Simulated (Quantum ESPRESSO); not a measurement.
A run of Quantum ESPRESSO 7.5 is set up as follows.

pw.in

```
&CONTROL
  calculation = 'scf'
  prefix = 'pwscf'
  outdir = './tmp'
  pseudo_dir = './pseudo'
  tprnfor = .true.
  tstress = .true.
  disk_io = 'nowf'
/
&SYSTEM
  ibrav = 0
  nat = 3
  ntyp = 2
  ecutwfc = 55
  ecutrho = 440
  nbnd = 15
  occupations = 'smearing'
  smearing = 'fd'
  degauss = 0.00367493
/
&ELECTRONS
  conv_thr = 6d-10
  electron_maxstep = 120
  mixing_beta = 0.5
/
ATOMIC_SPECIES
Cu    63.5460 Cu.paw.z_11.ld1.psl.v1.0.0-low.upf
Al    26.9815 Al.pbe-n-kjpaw_psl.1.0.0.UPF
CELL_PARAMETERS angstrom
   4.1051820000    0.0000000000    0.0000000000
   0.0000000000    4.1051820000    0.0000000000
   0.0000000000    0.0000000000    2.8913130000
ATOMIC_POSITIONS crystal
Cu    -0.0039700000    0.0061610000    0.0024120000
Al     0.0093760000    0.4970560000    0.4682290000
Al     0.5060070000   -0.0098690000    0.4975350000
K_POINTS automatic
7 7 9 0 0 0
```

Potentials or basis: SSSP 1.3 efficiency PBE.

Command:

```bash
$ OMP_NUM_THREADS=1 pw.x -in pw.in > pw.out
```

Q: What does it give for the largest force?

A: 0.485 eV/Å.

Q: Predict the pressure.

A: 0.7 GPa.

Q: Estimate the band gap on the k mesh.

A: None (metal or under the smearing width).

Stress tensor (GPa, compression positive):
```
0.83 0.07 0.00
0.07 1.27 0.34
0.00 0.34 0.01
```
